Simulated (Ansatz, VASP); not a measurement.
## TiO2: VASP beside Ansatz

The input INCAR:

```
PREC = Accurate ; ENCUT = 520
EDIFF = 1E-6 ; ISMEAR = 0
SIGMA = 0.014 ; LREAL = F
LASPH = T ; NELM = 80
ALGO = Fast ; ISIF = 2
LWAVE = F ; LCHARG = F
GGA = PE
```

KPOINTS

```
Automatic mesh
0
Gamma
  6 6 9
```

POSCAR

```
TiO2
1.0
    4.5998373239      0.0000000000      0.0000000000
    0.0000000000      4.5998373239      0.0000000000
    0.0000000000      0.0000000000      2.9592135600
Ti O
2 4
Direct
    0.0000000000      0.0000000000      0.5000000000
    0.5000000000      0.5000000000      0.0000000000
    0.3043213200      0.3043213200      0.5000000000
    0.1956786800      0.8043213200      0.0000000000
    0.8043213200      0.1956786800      0.0000000000
    0.6956786800      0.6956786800      0.5000000000
```

input.yaml

```yaml
crystal:
  lattice:
    - [4.5998373239, 0.0, 0.0]
    - [0.0, 4.5998373239, 0.0]
    - [0.0, 0.0, 2.95921356]
  atoms:
    - { symbol: Ti, position: [0.0, 0.0, 0.5] }
    - { symbol: Ti, position: [0.5, 0.5, 0.0] }
    - { symbol: O, position: [0.30432132, 0.30432132, 0.5] }
    - { symbol: O, position: [0.19567868, 0.80432132, 0.0] }
    - { symbol: O, position: [0.80432132, 0.19567868, 0.0] }
    - { symbol: O, position: [0.69567868, 0.69567868, 0.5] }
hamiltonian:
  xc: pbe
  pseudopotentials: { kind: paw }
kpoints:
  mp_grid: { grid: [6, 6, 9] }
scf:
  occupations: { method: gaussian, width: 0.014 }
output:
  forces: true
  stress: true
  eigenvalues: true
  write_density: true
  write_potential: true
  elf: true
  volumetric_format: npy
```

The cell is a database's computed one.

Alike in both runs: task single point; functional PBE; k mesh 6 × 6 × 9; occupations gaussian, width 0.014 eV; no spin polarisation.

|  | VASP | Ansatz |
| --- | --- | --- |
| version | VASP 6.6.1 | Ansatz 0.2.0 |
| potentials or method | VASP PAW PBE potentials, release 64 (Ti_sv, O) | Ansatz PAW |
| plane-wave cutoff (eV) | 520 | 420 |
| valence electrons in the cell | 48 | 48 |

VASP gave:

```
gap on the k mesh at the Fermi level (eV)       : 1.87
least direct gap on the mesh (eV)               : 1.87
pressure (GPa)                                  : 4.9
largest component of the traceless stress (GPa) : 0.35
rms of the force components (eV/Å)              : 0.010
```

Q: What did Ansatz give for the same quantities?

A: gap on the k mesh at the Fermi level (eV): 1.87; least direct gap on the mesh (eV): 1.87; pressure (GPa): 4.2; largest component of the traceless stress (GPa): 0.55; rms of the force components (eV/Å): 0.002.

Atom by atom the forces differ by 0.012 eV/Å (rms over components).

Caveats: an odd mesh through Γ misses points on the zone boundary, where band edges often lie (VASP); odd divisions of the mesh miss points on the zone boundary, where band edges often lie, so the gap on the mesh can be too wide (Ansatz); the pressure holds a Pulay correction of +0.7 GPa for the finite cutoff (Ansatz). PBE gaps usually lie below the measured ones, often by a third to a half.
